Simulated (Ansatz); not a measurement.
All-electron card of MoP

```
CELL_PARAMETERS angstrom
3.22300 0.00000 0.00000
-1.61150 2.79120 0.00000
0.00000 0.00000 3.19100
ATOMIC_POSITIONS crystal
Mo 0.00000 0.00000 0.00000
P 0.33333 0.66667 0.50000
```

Atoms are numbered in the order listed.

Conventional cell: a = 3.223 Å, b = 3.223 Å, c = 3.191 Å, α = 90.00°, β = 90.00°, γ = 120.00°. Mo (atom 1) is surrounded by 6 P at 2.45 Å. P (atom 2) is surrounded by 6 Mo at 2.45 Å.

The cell comes from COD entry 1539074, which wasn't checked; take it as a given geometry.

Spin polarisation is left out, and whether a magnetic state lies lower isn't shown here.

Methods: DFT, PBEsol, all-electron LAPW, scalar-relativistic (Ansatz 0.2.0); DFT, PBEsol, PAW with Ansatz's default frozen-core files, scalar-relativistic (Ansatz 0.2.0).

For LAPW: a Γ-centred 15×15×13 k mesh, Fermi–Dirac smearing of 0.08 eV, basis error target 0.25 meV/atom, no spin polarisation. PAW takes a cutoff of 420 eV at this cell (files made with PBE, cores remade for this functional). The Ansatz runs share mesh, smearing and spin set-up. Values come from LAPW unless marked.

```yaml
Pressure_at_this_cell: -3.60 GPa
Band_gap: "none: with an odd electron count and no spin polarisation the bands can't all be full, a metal in this set-up (spin order or a larger cell could open a gap)"
Stress_xx_yy_zz_compression_positive: -3.22, -3.22, -4.38 GPa
Density_of_states_at_the_Fermi_level_0.2_eV_bin: 0.79 states/eV per cell
Löwdin_charges_with_0.15_e_of_the_cell_spilling_out_of_the_atomic_basis_so_their_sizes_and_signs_hang_on_that_basis: Mo1 0.01, P2 0.13 e
Bader_charges_from_the_PAW_run: Mo1 +0.71, P2 -0.71 e
Volume_per_atom: 14.35 Å³
```
